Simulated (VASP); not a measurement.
Data:

```
ZnTe
1.0
    0.00000     2.97412     2.97412
    2.97412     0.00000     2.97412
    2.97412     2.97412     0.00000
Zn Te
1 1
Direct
  0.00000   0.00000   0.00000
  0.25000   0.25000   0.25000
```

All values below come from PBEsol GGA, VASP's PBE PAW potentials (set 64) (plane waves; VASP 6.6.1). Settings: 520 eV cut-off, 8×8×8 Γ-centred mesh, Gaussian smearing of 0.050 eV, potentials Zn Te.

Unless said otherwise, spin-orbit coupling is left out, though it shifts the bands of the heavy elements here.

Question: Estimate the energy per atom (σ→0), pressure, band gap (on the k-mesh) with the smallest direct gap where there is one.

Answer: 
| Property | Value |
|---|---|
| band gap (on the k-mesh) | 1.53 eV |
| smallest direct gap (on the k-mesh) | 1.53 eV |
| energy per atom (σ→0) | -2940 meV/atom |
| pressure | 3.57 GPa |

The compound is ZnTe in the zinc blende structure. This cell is one point of a volume scan, at 0.94 of the reference volume.
